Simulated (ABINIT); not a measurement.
# Al (Fm-3m) in ABINIT: a series of runs

Aim: see how the results for Al move with the level of theory and the settings. Levels: TB-mBJ, HLE16, revPBE. Tasks: band structure.

Everything below comes from runs of ABINIT 10.8.3 (patched build). Logs are shortened: lines on timing, memory, paths and dates and some standing lists are left out, and cuts for length are marked. The log counts tension as positive stress, the text compression.

**1. The structure**

Symmetry: Fm-3m, No. 225, cubic system. The conventional cell has a = 4.050 Å, b = 4.050 Å, c = 4.050 Å, α = 90.00°, β = 90.00°, γ = 90.00°. Al (site symmetry m-3m) is surrounded by 12 Al at 2.86 Å.

**2. Band structure, TB-mBJ**

The input, run.abi:

```
# Datasets: ground state, then fixed potential
ndtset 2

# Pseudopotentials
pp_dirpath "./"
pseudos "Al.LDA_PW-JTH.xml"

# Structure
acell 2.8635066922 2.8635066922 2.8635066922 Angstrom
rprim
     0.0000000000     0.7071067812     0.7071067812
     0.7071067812     0.0000000000     0.7071067812
     0.7071067812     0.7071067812     0.0000000000
ntypat 1
znucl 13
natom 1
typat 1
xred
     0.0000000000     0.0000000000     0.0000000000

# Plane-wave basis
ecut 24.0
pawecutdg 46.0

# Exchange and correlation
ixc -208012
usekden 1
pawxcdev 0

# Bands and occupations
occopt 3
tsmear 0.00183747

# SCF cycle
nstep 100
diemix 0.3
optforces 0
optstress 0

# Output
iomode 3
prtwf 0
prteig 0
prtebands 0
prtden1 1
prtkden1 1

# Dataset 1
kptopt1 1
ngkpt1 11 11 11
nshiftk1 1
shiftk1 0.0 0.0 0.0
nband1 6
tolvrs1 1.0e-8

# Dataset 2: bands along G-X-W-K-G-L-U-W-L-K
iscf2 -2
getden2 1
getkden2 1
nband2 10
nbdbuf2 2
tolwfr2 1.0e-12
kptopt2 -9
ndivsm2 5
prteig2 1
prtvol2 -3
kptbounds2
     0.0000000000     0.0000000000     0.0000000000
     0.5000000000     0.0000000000     0.5000000000
     0.5000000000     0.2500000000     0.7500000000
     0.3750000000     0.3750000000     0.7500000000
     0.0000000000     0.0000000000     0.0000000000
     0.5000000000     0.5000000000     0.5000000000
     0.6250000000     0.2500000000     0.6250000000
     0.5000000000     0.2500000000     0.7500000000
     0.5000000000     0.5000000000     0.5000000000
     0.3750000000     0.3750000000     0.7500000000
```

Potentials or basis: JTH PAW LDA v2.0.

Command:

```bash
$ abinit run.abi > log 2>&1
```

run.abo:

```text
.Version 10.8.3 of ABINIT
 DATASET    1 : space group Fm -3 m (#225); Bravais cF (face-center cubic)
================================================================================
 Values of the parameters that define the memory need for DATASET  1.
     intxc =       0    ionmov =       0      iscf =       7    lmnmax =       8
     lnmax =       4     mgfft =      24  mpssoang =       2    mqgrid =    3001
     natom =       1  nloc_mem =       2    nspden =       1   nspinor =       1
    nsppol =       1      nsym =      48    n1xccc =       1    ntypat =       1
    occopt =       3   xclevel =       2
       mpw =         641          nfft =       13824          nkpt =          56
 PAW method is used; the additional fine FFT grid is defined by:
   mgfftf=        36    nfftf =     46656
================================================================================
================================================================================

 DATASET    2 : space group Fm -3 m (#225); Bravais cF (face-center cubic)
================================================================================
 Values of the parameters that define the memory need for DATASET  2.
     intxc =       0    ionmov =       0      iscf =      -2    lmnmax =       8
     lnmax =       4     mgfft =      24  mpssoang =       2    mqgrid =    3001
     natom =       1  nloc_mem =       2    nspden =       1   nspinor =       1
    nsppol =       1      nsym =      48    n1xccc =       1    ntypat =       1
    occopt =       3   xclevel =       2
       mpw =         638          nfft =       13824          nkpt =          87
 PAW method is used; the additional fine FFT grid is defined by:
   mgfftf=        36    nfftf =     46656
================================================================================
================================================================================

--------------------------------------------------------------------------------
------------- Echo of variables that govern the present computation ------------
--------------------------------------------------------------------------------
 -outvars: echo values of preprocessed input variables --------
            acell      5.4112434080E+00  5.4112434080E+00  5.4112434080E+00 Bohr
              amu      2.69815390E+01
           diemix      3.00000000E-01
             ecut      2.40000000E+01 Hartree
           getden1          0
           getden2          1
          getkden1          0
          getkden2          1
             iscf1          7
             iscf2         -2
              ixc     -208012
           jdtset        1    2
           kptopt1          1
           kptopt2         -9
         kptrlatt       11    0    0      0   11    0      0    0   11
          kptrlen1     5.95236775E+01
          kptrlen2     3.00000000E+01
            natom           1
            nband1          6
            nband2         10
           nbdbuf1          0
           nbdbuf2          2
           ndtset           2
           ndivsm1          0
           ndivsm2          5
            ngfft          24      24      24
          ngfftdg          36      36      36
             nkpt1         56
             nkpt2         87
            nstep         100
             nsym          48
           ntypat           1
           occopt           3
        optforces           0
        optstress           0
        pawecutdg      4.60000000E+01 Hartree
         pawxcdev           0
        prtebands           0
           prteig1          0
           prteig2          1
          prtkden           1
           prtvol1          0
           prtvol2         -3
            prtwf           0
            rprim      0.0000000000E+00  7.0710678120E-01  7.0710678120E-01
                       7.0710678120E-01  0.0000000000E+00  7.0710678120E-01
                       7.0710678120E-01  7.0710678120E-01  0.0000000000E+00
           shiftk1     0.00000000E+00  0.00000000E+00  0.00000000E+00
           shiftk2     5.00000000E-01  5.00000000E-01  5.00000000E-01
          spgroup         225
           tolvrs1     1.00000000E-08
           tolvrs2     0.00000000E+00
           tolwfr1     0.00000000E+00
           tolwfr2     1.00000000E-12
[... 203 lines left out ...]
 Unit cell volume ucvol=  1.1204080E+02 bohr^3
 Angles (23,13,12)=  6.00000000E+01  6.00000000E+01  6.00000000E+01 degrees

 Coarse grid specifications (used for wave-functions):

 getcut: wavevector=  0.0000  0.0000  0.0000  ngfft=  24  24  24
         ecut(hartree)=     24.000   => boxcut(ratio)=   2.01115

 Fine grid specifications (used for densities):

 getcut: wavevector=  0.0000  0.0000  0.0000  ngfft=  36  36  36
         ecut(hartree)=     46.000   => boxcut(ratio)=   2.17902
--------------------------------------------------------------------------------

================================================================================
 Non-SCF case, kpt    1 (  0.00000  0.00000  0.00000), residuals and eigenvalues=
  2.52E-13  3.60E-13  8.64E-13  6.41E-13  4.15E-13  5.29E-13  8.29E-14  5.68E-13
  1.03E-10  9.84E-07
 -8.8772E-02  8.2127E-01  8.2127E-01  8.2127E-01  8.3728E-01  8.3728E-01
  8.3728E-01  9.2158E-01  1.0945E+00  1.0945E+00
 Non-SCF case, kpt    2 (  0.03571  0.00000  0.03571), residuals and eigenvalues=
  1.38E-13  1.34E-13  1.58E-13  9.06E-13  1.15E-13  2.22E-13  6.93E-13  8.49E-13
  1.48E-07  1.40E-06
 -8.7078E-02  7.8720E-01  7.8720E-01  8.0376E-01  8.3301E-01  8.7408E-01
  8.7408E-01  9.4249E-01  1.0609E+00  1.0962E+00
 Non-SCF case, kpt    3 (  0.07143  0.00000  0.07143), residuals and eigenvalues=
[... 410 lines left out ...]
  6.02E-14  8.83E-14  3.41E-13  3.03E-13  9.74E-14  2.89E-13  2.87E-13  3.91E-13
  2.26E-13  1.64E-09
  2.2321E-01  2.3171E-01  3.7918E-01  5.8695E-01  6.5949E-01  9.9521E-01
  1.0645E+00  1.1449E+00  1.1981E+00  1.3073E+00
 Non-SCF case, kpt   86 (  0.38889  0.38889  0.72222), residuals and eigenvalues=
  9.73E-13  2.05E-13  1.22E-13  1.40E-13  6.74E-14  2.66E-13  2.54E-13  3.62E-13
  4.09E-13  1.43E-10
  2.4307E-01  2.5167E-01  3.3520E-01  5.7431E-01  6.4611E-01  9.5436E-01
  1.1185E+00  1.1789E+00  1.1863E+00  1.3380E+00
 Non-SCF case, kpt   87 (  0.37500  0.37500  0.75000), residuals and eigenvalues=
  3.05E-13  3.01E-13  4.43E-13  3.13E-13  7.10E-14  9.83E-14  9.29E-13  8.23E-13
  1.10E-12  2.19E-08
  2.5175E-01  2.7385E-01  3.0862E-01  5.6447E-01  6.3537E-01  9.1405E-01
  1.1674E+00  1.1842E+00  1.2073E+00  1.3602E+00

Result for kinetic energy density :

--------------------------------------------------------------------------------
 Total kinetic energy density [Ha/Bohr^3]
)     Maximum=    1.8824E-02  at reduced coord.    0.0000    0.0000    0.0000
)     Minimum=    6.1598E-03  at reduced coord.    0.5000    0.5000    0.5000
   Integrated=    8.1762E-01
--------------------------------------------------------------------------------

--- !ResultsGS
iteration_state: {dtset: 2, }
comment   : Summary of ground state results
lattice_vectors:
- [  0.0000000,   3.8263269,   3.8263269, ]
- [  3.8263269,   0.0000000,   3.8263269, ]
- [  3.8263269,   3.8263269,   0.0000000, ]
lattice_lengths: [   5.41124,    5.41124,    5.41124, ]
lattice_angles: [ 60.000,  60.000,  60.000, ] # degrees, (23, 13, 12)
lattice_volume:   1.1204080E+02
convergence: {deltae:  0.000E+00, res2:  0.000E+00, residm:  9.966E-13, diffor:  0.000E+00, }
etotal    :  -1.24785661E+00
entropy   :   0.00000000E+00
fermie    :   3.24788279E-01
cartesian_stress_tensor: null
pressure_GPa: null
xred      :
- [  0.0000E+00,   0.0000E+00,   0.0000E+00, Al]
cartesian_forces: null
force_length_stats: {min: null, max: null, mean: null, }
...

 Integrated electronic density in atomic spheres:
 ------------------------------------------------
 Atom  Sphere_radius  Integrated_density
    1        1.90363          0.74078498

================================================================================

 ----iterations are completed or convergence reached----

 Mean square residual over all n,k,spin=   35.104E-14; max=  99.662E-14
 reduced coordinates (array xred) for    1 atoms
       0.000000000000      0.000000000000      0.000000000000

 cartesian coordinates (angstrom) at end:
    1      0.00000000000000     0.00000000000000     0.00000000000000
 length scales=  5.411243407962  5.411243407962  5.411243407962 bohr
              =  2.863506692200  2.863506692200  2.863506692200 angstroms
 Eigenvalues (hartree) for nkpt=  87  k points:
 kpt#   1, nband= 10, wtk=  1.00000, kpt=  0.0000  0.0000  0.0000 (reduced coord)
  -0.08877    0.82127    0.82127    0.82127    0.83728    0.83728    0.83728    0.92158
   1.09454    1.09455
 kpt#   2, nband= 10, wtk=  1.00000, kpt=  0.0357  0.0000  0.0357 (reduced coord)
  -0.08708    0.78720    0.78720    0.80376    0.83301    0.87408    0.87408    0.94249
   1.06090    1.09618
 kpt#   3, nband= 10, wtk=  1.00000, kpt=  0.0714  0.0000  0.0714 (reduced coord)
  -0.08200    0.74911    0.74911    0.77008    0.82122    0.92030    0.92030    0.98639
   0.99386    1.10107
 kpt#   4, nband= 10, wtk=  1.00000, kpt=  0.1071  0.0000  0.1071 (reduced coord)
  -0.07354    0.71374    0.71374    0.73452    0.80417    0.92092    0.96894    0.96894
   1.03897    1.10920
 kpt#   5, nband= 10, wtk=  1.00000, kpt=  0.1429  0.0000  0.1429 (reduced coord)
  -0.06172    0.68133    0.68133    0.70059    0.78381    0.84829    1.01927    1.01927
   1.09673    1.12057
 kpt#   6, nband= 10, wtk=  1.00000, kpt=  0.1786  0.0000  0.1786 (reduced coord)
  -0.04655    0.65195    0.65195    0.66929    0.75766    0.78195    1.07038    1.07038
[... 230 lines left out ...]
   0.18870    0.19757    0.48129    0.62065    0.69376    0.96329    1.03263    1.11772
   1.18255    1.22942
 kpt#  84, nband= 10, wtk=  1.00000, kpt=  0.4167  0.4167  0.6667 (reduced coord)
   0.20465    0.21345    0.42857    0.60241    0.67542    1.01262    1.03040    1.11481
   1.21263    1.25231
 kpt#  85, nband= 10, wtk=  1.00000, kpt=  0.4028  0.4028  0.6944 (reduced coord)
   0.22321    0.23171    0.37918    0.58695    0.65949    0.99521    1.06452    1.14491
   1.19810    1.30729
 kpt#  86, nband= 10, wtk=  1.00000, kpt=  0.3889  0.3889  0.7222 (reduced coord)
   0.24307    0.25167    0.33520    0.57431    0.64611    0.95436    1.11852    1.17894
   1.18631    1.33801
 kpt#  87, nband= 10, wtk=  1.00000, kpt=  0.3750  0.3750  0.7500 (reduced coord)
   0.25175    0.27385    0.30862    0.56447    0.63537    0.91405    1.16736    1.18423
   1.20727    1.36021

== END DATASET(S) ==============================================================
================================================================================

 -outvars: echo values of variables after computation  --------
            acell      5.4112434080E+00  5.4112434080E+00  5.4112434080E+00 Bohr
           etotal1    -1.2478566071E+00
            fcart1     9.9999999999E+99  9.9999999999E+99  9.9999999999E+99
            rprim      0.0000000000E+00  7.0710678120E-01  7.0710678120E-01
                       7.0710678120E-01  0.0000000000E+00  7.0710678120E-01
                       7.0710678120E-01  7.0710678120E-01  0.0000000000E+00
           strten1     9.9999999999E+99  9.9999999999E+99  9.9999999999E+99
                       9.9999999999E+99  9.9999999999E+99  9.9999999999E+99
 Calculation completed.
```

Run time: 49 s. Hardware: 1 thread of Intel Xeon 6975P-C (Granite Rapids), shared host; peak memory 0.1 GiB.

What came out:

| Property | Result |
| --- | --- |
| Band gap on the k mesh | none (metal or under the smearing width) |
| Valence electrons inside the program's atomic spheres | Al 0.74 (radii [1.0074] Å) |

Levels at the corners of the path, in eV from the Fermi level:
```csv
point,band 1,band 2,band 3,band 4,band 5,band 6
Γ,-11.25,13.51,13.51,13.51,13.95,13.95
X,-3.06,-1.59,5.49,5.49,5.67,9.12
W,-0.91,-0.91,0.28,0.92,16.38,16.38
K,-1.99,-1.39,-0.44,6.52,8.45,16.03
Γ,-11.25,13.51,13.51,13.51,13.95,13.95
L,-4.70,-4.47,11.25,11.25,12.24,12.24
U,-1.99,-1.39,-0.44,6.52,8.45,16.03
W,-0.91,-0.91,0.28,0.92,16.38,16.38
L,-4.70,-4.47,11.25,11.25,12.24,12.24
K,-1.99,-1.39,-0.44,6.52,8.45,16.03
```

Caveat: the constant c of TB-mBJ comes from the pseudo density here, which moves gaps by up to 0.3 eV between sets of potentials; the PAW data sets were made with another functional, which shifts forces and pressure a little.

(Continued in part 2 of 2.)
